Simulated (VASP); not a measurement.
# HfC (I4/mmm) in VASP: a series of runs, part 2 of 2

VASP 6.6.1.

## (3) Single point, PBEsol

This run uses another cell than the first one, of 12.27 Å³/atom, 0.996 times its volume.

INCAR

```
SYSTEM = HfC
PREC = Accurate
ENCUT = 520
EDIFF = 1E-7
ISMEAR = 0
SIGMA = 0.1
LREAL = .FALSE.
LASPH = .TRUE.
NELM = 100
ALGO = Fast
ISIF = 2
LWAVE = .FALSE.
LCHARG = .TRUE.
GGA = PS
LELF = .TRUE.
LVHAR = .TRUE.
NBANDS = 14
ISYM = 0
```

KPOINTS

```
Automatic mesh
0
G
  11 11 15
  0 0 0
```

POSCAR

```
HfC
1.0
    3.2733713840      0.0000000000      0.0000000000
    0.0000000000      3.2733713840      0.0000000000
    1.6366856920      1.6366856920      2.2905736520
Hf C
1 1
Direct
    0.0000000000      0.0000000000      0.0000000000
    0.5000000000      0.5000000000      0.0000000000
```

Potentials or basis: VASP PAW PBE potentials, release 64 (Hf_pv, C).

Run with:

```sh
> cat potpaw_PBE.64/Hf_pv/POTCAR potpaw_PBE.64/C/POTCAR > POTCAR
> mpirun -np 1 vasp_std > vasp.out
```

OUTCAR:

```text
SYSTEM = HfC
   PREC = Accurate
   ENCUT = 520
   EDIFF = 1E-7
   ISMEAR = 0
   LREAL = .FALSE.
   LASPH = .TRUE.
   NELM = 100
   ISIF = 2
   GGA = PS
   ISYM = 0

 ion  position               nearest neighbor table
   1  0.000  0.000  0.000-   2 2.29   2 2.29   2 2.31   2 2.31   2 2.31   2 2.31
   2  0.500  0.500  0.000-   1 2.29   1 2.29   1 2.31   1 2.31   1 2.31   1 2.31

IMPORTANT INFORMATION: All symmetrisations will be switched off!
NOSYMM: (Re-)initialisation of all symmetry stuff for point group C_1.

----------------------------------------------------------------------------------------

                                     Primitive cell

  volume of cell :      24.5434

  direct lattice vectors                    reciprocal lattice vectors
     3.273371384  0.000000000  0.000000000     0.305495430  0.000000000 -0.218285930
     0.000000000  3.273371384  0.000000000     0.000000000  0.305495430 -0.218285930
     1.636685692  1.636685692  2.290573652     0.000000000  0.000000000  0.436571860

  length of vectors
     3.273371384  3.273371384  3.256410257     0.375467982  0.375467982  0.436571860

  position of ions in fractional coordinates (direct lattice)
     0.000000000  0.000000000  0.000000000
     0.500000000  0.500000000  0.000000000

  ion indices of the primitive-cell ions
   primitive index   ion index
                 1           1
                 2           2

----------------------------------------------------------------------------------------

 KPOINTS: Automatic mesh

Automatic generation of k-mesh.
 Grid dimensions read from file:
 generate k-points for:   11   11   15

 Generating k-lattice:

  Cartesian coordinates                     Fractional coordinates (reciprocal lattice)
     0.027772312  0.000000000 -0.019844175     0.090909091  0.000000000 -0.000000000
     0.000000000  0.027772312 -0.019844175     0.000000000  0.090909091 -0.000000000
     0.000000000  0.000000000  0.029104791     0.000000000  0.000000000  0.066666667

  Length of vectors
     0.034133453  0.034133453  0.029104791

  Shift w.r.t. Gamma in fractional coordinates (k-lattice)
     0.000000000  0.000000000  0.000000000

 -----------------------------------------------------------------------------
|                                                                             |
|           W    W    AA    RRRRR   N    N  II  N    N   GGGG   !!!           |
|           W    W   A  A   R    R  NN   N  II  NN   N  G    G  !!!           |
|           W    W  A    A  R    R  N N  N  II  N N  N  G       !!!           |
|           W WW W  AAAAAA  RRRRR   N  N N  II  N  N N  G  GGG   !            |
|           WW  WW  A    A  R   R   N   NN  II  N   NN  G    G                |
|           W    W  A    A  R    R  N    N  II  N    N   GGGG   !!!           |
|                                                                             |
|     Your reciprocal lattice and k-lattice belong to different lattice       |
|     classes:                                                                |
|                                                                             |
|        The reciprocal lattice is body-centered tetragonal,                  |
|        whereas your k-lattice is base-centered monoclinic.                  |
|                                                                             |
|     Results are often still useful ...                                      |
|                                                                             |
 -----------------------------------------------------------------------------

 WARNING: IBZKPT: internal override: KBLOWUP is changed to .FALSE.
      ... skipping the blow-up phase ...

 Subroutine IBZKPT returns following result:
 ===========================================

 Found    908 irreducible k-points:

[... 42 lines left out ...]
   LASPH  =      T    aspherical Exc in radial PAW
   ENCUT  =  520.0 eV  38.22 Ry    6.18 a.u.   6.09  6.09  6.05*2*pi/ulx,y,z
   NELM   =    100;   NELMIN=  2; NELMDL= -5     # of ELM steps
   EDIFF  = 0.1E-06   stopping-criterion for ELM
   LREAL  =      F    real-space projection
   EDIFFG = 0.1E-05   stopping-criterion for IOM
   NSW    =      0    number of steps for IOM
   IBRION =     -1    ionic relax: 0-MD 1-quasi-New 2-CG
   NFREE  =      0    steps in history (QN), initial steepest desc. (CG)
   ISIF   =      2    stress and relaxation
   ISYM   =      0    0-nonsym 1-usesym 2-fastsym
   POTIM  = 0.5000    time-step for ionic-motion
   TEBEG  =    0.0;   TEEND  =   0.0 temperature during run
   PSTRESS=    0.0 pullay stress
   NELECT =      14.0000    total number of electrons
   NUPDOWN=      -1.0000    fix difference up-down
   EMIN   =  10.00;   EMAX   =-10.00  energy-range for DOS
   EFERMI =   0.00;   METHOD = LEGACY
   ISMEAR =     0;   SIGMA  =   0.10  broadening in eV -4-tet -1-fermi 0-gaus
   EFERMI_NEDOS =   21; number of points for ismear=-14 and -15
   IALGO  =     68    algorithm
   IMIX   =      4    mixing-type and parameters
     AMIX     =   0.40;   BMIX     =  1.00
     AMIX_MAG =   1.60;   BMIX_MAG =  1.00
  volume/ion in A,a.u.               =      12.27        82.81
  Fermi-wavevector in a.u.,A,eV,Ry     =   1.357707  2.565693 25.080530  1.843367
  Thomas-Fermi vector in A             =   2.484602
   LORBIT       =      0    0 simple, 1 ext, 2 COOP (PROOUT), +10 PAW based schemes
   GGA     = PS    functional components
   LHFCALC =     F    Hartree Fock is set to
   AEXX    =    0.0000 exact exchange contribution
   IVDW    =     0    specifies the selected vdW correction
   LEPSILON=     F    determine dielectric tensor
   LRPA    =     F    only Hartree local field effects (RPA)
 non-spin polarized calculation
 RMM-DIIS sequential band-by-band and
 Gauss-broadening in eV      SIGMA  =   0.10
  energy-cutoff  :      520.00
  volume of cell :       24.54
 maximum number of plane-waves:       675
   NGX = 13   NGY = 13   NGZ = 13

 number of electron      14.0000002 magnetization

 Free energy of the ion-electron system (eV)
  ---------------------------------------------------
  ext. energy  EPLUGINS =         0.00000000
  ---------------------------------------------------
  free energy    TOTEN  =       -22.19322182 eV

  energy without entropy =      -22.19165538  energy(sigma->0) =      -22.19243860

 E-fermi :   6.0178     XC(G=0): -12.5382

 val. band max:        5.9918551361   @ k =   0.0909   0.0000   0.0667
 cond. band min:       6.0415269513   @ k =   0.2727   0.3636   0.3333
 fundamental gap:      0.0496718152
 Fermi energy:         6.0177733336

 k-point     1 :       0.0000    0.0000    0.0000
  band No.  band energies     occupation
      1     -23.3980      2.00000
      2     -23.3978      2.00000
      3     -23.3878      2.00000
      4      -6.4196      2.00000
      5       7.0113      0.00000
      6       7.0117      0.00000
      7       7.0685      0.00000
      8       7.3031      0.00000
      9       7.3033      0.00000
     10       7.4187      0.00000
     11       9.3568      0.00000
     12       9.4878      0.00000
     13      13.1191      0.00000
     14      17.0064      0.00000
[... 377 lines left out ...]
      1     -24.0138      2.00000
      2     -23.5798      2.00000
      3     -23.5226      2.00000
      4      -3.4967      2.00000
      5       1.1289      2.00000
      6       3.2312      2.00000
      7       3.8529      2.00000
      8       8.2485      0.00000
      9      11.7618      0.00000
     10      12.0777      0.00000
     11      14.5895      0.00000
     12      14.8497      0.00000
     13      17.7706      0.00000
     14      18.7608      0.00000

 [... further k-points ...]

------------------------ aborting loop because EDIFF is reached ----------------------------------------

  FORCE on cell =-STRESS in cart. coord.  units (eV):
  Direction    XX          YY          ZZ          XY          YZ          ZX
  --------------------------------------------------------------------------------------
  -------------------------------------------------------------------------------------
  Total       -0.4206333     -0.4206330      0.2666740     -0.0056146      0.0048138      0.0048138
  in kB      -27.4586645    -27.4586429     17.4083025     -0.3665144      0.3142438      0.3142440
  external PRESSURE =     -12.5030017 kB  Pullay stress =       0.0000000 kB

 VOLUME and BASIS-vectors are now :
 -----------------------------------------------------------------------------
  energy-cutoff  :      520.00
  volume of cell :       24.54
      direct lattice vectors                 reciprocal lattice vectors
     3.273371384  0.000000000  0.000000000     0.305495430  0.000000000 -0.218285930
     0.000000000  3.273371384  0.000000000     0.000000000  0.305495430 -0.218285930
     1.636685692  1.636685692  2.290573652     0.000000000  0.000000000  0.436571860

 POSITION                                       TOTAL-FORCE (eV/Angst)
 -----------------------------------------------------------------------------------
      0.00000      0.00000      0.00000        -0.000000     -0.000000     -0.000000
      1.63669      1.63669      0.00000         0.000000      0.000000      0.000000
 -----------------------------------------------------------------------------------
    total drift:                               -0.000000     -0.000000     -0.000000

  FREE ENERGIE OF THE ION-ELECTRON SYSTEM (eV)
  ---------------------------------------------------
  free  energy   TOTEN  =       -22.1932218218 eV

  energy  without entropy=      -22.1916553775  energy(sigma->0) =      -22.19243860
```

OSZICAR:

```text
N       E                     dE             d eps       ncg     rms          rms(c)
DAV:   1     0.250566852961E+02    0.25057E+02   -0.74026E+03 25488   0.960E+02
DAV:   2    -0.235209138415E+02   -0.48578E+02   -0.45769E+02 32938   0.205E+02
DAV:   3    -0.250706343062E+02   -0.15497E+01   -0.15442E+01 30934   0.271E+01
DAV:   4    -0.250772343930E+02   -0.66001E-02   -0.65997E-02 29750   0.219E+00
DAV:   5    -0.250772729534E+02   -0.38560E-04   -0.38560E-04 30850   0.148E-01    0.605E+01
RMM:   6    -0.222898754117E+02    0.27874E+01   -0.32266E+00 25551   0.915E+00    0.411E+01
RMM:   7    -0.222067053311E+02    0.83170E-01   -0.20721E-01 28441   0.330E+00    0.223E+01
RMM:   8    -0.221969737629E+02    0.97316E-02   -0.68149E-02 28984   0.182E+00    0.267E+00
RMM:   9    -0.221945868780E+02    0.23869E-02   -0.18152E-02 30366   0.817E-01    0.278E+00
RMM:  10    -0.221932151679E+02    0.13717E-02   -0.15063E-03 30469   0.266E-01    0.239E-01
RMM:  11    -0.221932190262E+02   -0.38583E-05   -0.14016E-04 32848   0.832E-02    0.181E-01
RMM:  12    -0.221932219192E+02   -0.28930E-05   -0.19995E-05 32831   0.315E-02    0.966E-02
RMM:  13    -0.221932215072E+02    0.41201E-06   -0.48880E-06 34425   0.141E-02    0.139E-02
RMM:  14    -0.221932216790E+02   -0.17186E-06   -0.94368E-07 31447   0.553E-03    0.103E-02
RMM:  15    -0.221932219145E+02   -0.23547E-06   -0.21050E-07 26794   0.236E-03    0.475E-03
RMM:  16    -0.221932218218E+02    0.92655E-07   -0.37996E-08 20782   0.908E-04
   1 F= -.22193222E+02 E0= -.22192439E+02  d E =-.156644E-02
```

stdout:

```text
POSCAR found type information on POSCAR HfC
 POSCAR found :  2 types and       2 ions
 scaLAPACK will be used
 -----------------------------------------------------------------------------
|                                                                             |
|                                                                             |
[... 21 lines left out ...]
|     Results are often still useful ...                                      |
|                                                                             |
 -----------------------------------------------------------------------------

 POSCAR, INCAR and KPOINTS ok, starting setup
 FFT: planning ... GRIDC
 FFT: planning ... GRID_SOFT
 FFT: planning ... GRID
 WAVECAR not read
 entering main loop
```

It took 92 s on 1 thread of Intel Xeon 6975P-C (Granite Rapids), shared host; peak memory 0.41 GiB.

What came out:

* Free energy: -22.1932 eV
* Pressure: -1.3 GPa
* Band gap on the k mesh: none (metal or under the smearing width)

Caveat: the PAW data sets were made with another functional, which shifts forces and pressure a little. The run has no spin-orbit coupling, so splittings on Hf are missing.
